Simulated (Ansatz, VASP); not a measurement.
**Ti3Al in VASP and in Ansatz**

```
Ti Al
1.0
     2.94693    0.00000    0.00000
    -1.47347    2.55212    0.00000
     0.00000    0.00000    9.28747
Ti Al
3 1
Direct
  0.33333 0.66667 0.24941
  0.33333 0.66667 0.75059
  0.66667 0.33333 0.00000
  0.66667 0.33333 0.50000
```

Change from the starting cell: volume scaled by 1.02.

Alike in both runs: task single point; functional PBE; k mesh 10 × 10 × 3; occupations fermi-dirac, width 0.05 eV; no spin polarisation.

|  | VASP | Ansatz |
| --- | --- | --- |
| version | VASP 6.6.1 | Ansatz 0.2.0 |
| potentials or method | VASP PAW PBE potentials, release 64 (Ti_sv, Al) | Ansatz PAW |
| plane-wave cutoff (eV) | 520 | 420 |
| valence electrons in the cell | 39 | 39 |

Ansatz gave:

```
gap on the k mesh at the Fermi level (eV) : none
pressure (GPa)                            : -1.8
rms of the force components (eV/Å)        : 0.007
```

Problem. What did VASP give for the same quantities?

Solution. gap on the k mesh at the Fermi level (eV): none; pressure (GPa): -2.0; rms of the force components (eV/Å): 0.010.

Atom by atom the forces differ by 0.003 eV/Å (rms over components). A gap of «none» marks a metal or a gap that the smearing closes. With one functional, cell and mesh, what is left measures potentials, basis and numerics.
